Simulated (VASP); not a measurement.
## From an Ansatz input to VASP: InSb (strained zincblende)

Ansatz input

```yaml
crystal:
  lattice:
    - [0.0, 3.3874089927, 3.2795130145]
    - [3.3874089927, 0.0, 3.2795130145]
    - [3.3874089927, 3.3874089927, 0.0]
  atoms:
    - { symbol: In, position: [0.0, 0.0, 0.0] }
    - { symbol: Sb, position: [0.25, 0.25, 0.25] }
kpoints:
  mp_grid: { grid: [6, 6, 6] }
  band_path:
    path:
      - [0.0, 0.0, 0.0]
      - [-0.5, -0.5, 0.0]
      - [-0.375, -0.375, 0.25]
      - [-0.375, 0.0, 0.375]
      - [0.0, 0.0, 0.5]
      - [-0.5, -0.25, 0.25]
    npoints: 1
hamiltonian:
  xc: r2scan
scf:
  occupations: { method: fermi_dirac, width: 0.02 }
  n_extra_bands: 4
output:
  forces: true
  stress: true
  eigenvalues: true
```

Q: Write VASP inputs for this cell and level of theory.

A: 

INCAR

```
LASPH = .TRUE.
NELM = 120
LREAL = .FALSE.
ISMEAR = -1
NBANDS = 16
EDIFF = 1E-7
ISIF = 2
LWAVE = .FALSE.
IBRION = -1
NSW = 0
SIGMA = 0.02
ALGO = Normal
METAGGA = R2SCAN
PREC = Accurate
ENCUT = 520
LCHARG = .FALSE.
```

KPOINTS

```
KPOINTS created by Atomic Simulation Environment
0
Gamma
6 6 6
0 0 0
```

KPOINTS_OPT

```
special points
6
Reciprocal
0.0000000000 0.0000000000 0.0000000000 1
-0.5000000000 -0.5000000000 0.0000000000 1
-0.3750000000 -0.3750000000 0.2500000000 1
-0.3750000000 0.0000000000 0.3750000000 1
0.0000000000 0.0000000000 0.5000000000 1
-0.5000000000 -0.2500000000 0.2500000000 1
```

POSCAR

```
In Sb
 1.0000000000000000
     0.0000000000000000    3.3874089927000002    3.2795130145000000
     3.3874089927000002    0.0000000000000000    3.2795130145000000
     3.3874089927000002    3.3874089927000002    0.0000000000000000
 In  Sb
   1   1
Cartesian
  0.0000000000000000  0.0000000000000000  0.0000000000000000
  1.6937044963499999  1.6937044963499999  1.6397565072500000
```

VASP ran with the recommended PBE PAW datasets (18 valence electrons in the cell). Other inputs would serve too.

```json
{"": "gap between bands v and c", "Ansatz": "0.15 eV", "VASP": "0.15 eV"}
{"": "least direct gap", "Ansatz": "0.15 eV", "VASP": "0.15 eV"}
{"": "pressure", "Ansatz": "-2.4 GPa", "VASP": "-2.4 GPa"}
```

The two codes use different PAW datasets and cutoffs. VASP's cell holds 18 valence electrons and Ansatz's 28. Ansatz's stress includes a Pulay correction; VASP's doesn't.
